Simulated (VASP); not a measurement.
The system is TaN.

```xyz
2
Lattice="0.0000 2.1790 2.1790 2.1790 0.0000 2.1790 2.1790 2.1790 0.0000" Properties=species:S:1:pos:R:3 pbc="T T T"
Ta    2.1790    2.1790    2.1790
N     0.0000    0.0000    0.0000
```

Program: VASP 6.6.1. Alike in all runs: task single point; potentials or basis VASP PAW PBE potentials, release 64 (Ta_pv, N); cell as given; k mesh 7 × 7 × 7; cutoff (eV) 520; smearing gaussian 0.05 eV.

Question: Order these runs on this cell by their pressure, lowest first.
A. level PBEsol; spin collinear, ferromagnetic start; fixed moment (μB) 2
B. level PBEsol; spin off
C. level PBEsol+U; spin collinear, ferromagnetic start; U Ta d U = 6 eV; fixed moment (μB) 4

Answer: B (5.3 GPa), A (33.7 GPa), C (113.9 GPa).

Caveats: the PAW data sets were made with another functional, which shifts forces and pressure a little; the moment is held away from its start (some runs); a pressure of tens of GPa on the cell as given is suspect, and the run, the potentials or the cell itself is likely at fault (some runs); the total moment is fixed, so each spin has its own Fermi level (some runs).
